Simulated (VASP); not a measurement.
Cu, 1 atom in the cell. Symmetry: Fm-3m, No. 225, cubic system. The conventional cell has a = 3.750 Å, b = 3.750 Å, c = 3.750 Å, α = 90.00°, β = 90.00°, γ = 90.00°. Cu (site symmetry m-3m) is surrounded by 12 Cu at 2.65 Å.  The cell isn't the ideal one: a relaxed cell with its volume scaled by 1.09.

| Item | Value |
| --- | --- |
| Program | VASP 6.6.1 |
| Task | single point |
| Functional | PBE |
| Potentials or basis | VASP PAW PBE potentials, release 64 (Cu) |
| Cutoff | 520 eV |
| k mesh | 6 × 6 × 6 |
| Occupations | gaussian, width 0.1 eV |
| Spin | no spin polarisation |
| Further INCAR settings | ALGO = Fast; EDIFF = 1e-07; NBANDS = 12 |

Potentials or basis: VASP PAW PBE potentials, release 64 (Cu).

Run with:

```console
$ cat potpaw_PBE.64/Cu/POTCAR > POTCAR
$ mpirun -np 1 vasp_std > vasp.out
```

Hardware: 1 thread of Intel(R) Xeon(R) 6975P-C (Granite Rapids), with other jobs on the host.

**Question.** How long does it take, and how much memory?

**Answer.** Wall time 2.3 s on 1 thread of Intel(R) Xeon(R) 6975P-C (Granite Rapids), on a shared host, peak memory 0.12 GiB. Counts: scf iterations 14, k points 16.
